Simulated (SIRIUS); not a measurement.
# BN in SIRIUS: convergence with empty bands

Crystal: BN.

```xyz
2
Lattice="1.2511 0.7223 3.3729 -1.2511 0.7223 3.3729 0.0000 -1.4447 3.3729" Properties=species:S:1:pos:R:3 pbc="T T T"
N     0.0391    0.0429    6.7377
B    -0.0334   -0.0240    0.0514
```

The cell is a database's computed one.

The cell isn't the ideal one: atoms moved at random, drawn with an rms of 0.05 Å.

```yaml
Program: SIRIUS 7.10.0
Task: single point
Functional: PBEsol
Potentials_or_basis: GBRV 1.5 PBEsol (ultrasoft)
Cutoff: 557 eV
Density_cutoff: 5442 eV
k_mesh: 8 × 8 × 8
Occupations: gaussian, width 0.05 eV
Spin: no spin polarisation
```

These are the settings of the first run; the series varies empty bands, with any setting tied to it.

Hardware: 1 thread of Arm Neoverse V2, on a shared host.

```csv
empty bands,"energy less the tightest run, at zero smearing (meV/atom)",SCF cycles,CPU time (s),peak memory (GiB)
1,0.00,20,20,0.32
2,0.00,18,22,0.32
3,0.00,17,24,0.32
4,0.00,18,27,0.33
6,0.00,19,33,0.33
10,0.00,19,46,0.34
16,0.00,18,66,0.35
```

Against the tightest run, the energy stays within 1 meV/atom from 1 on. The tightest run that finished is the yardstick and may itself not be fully converged.
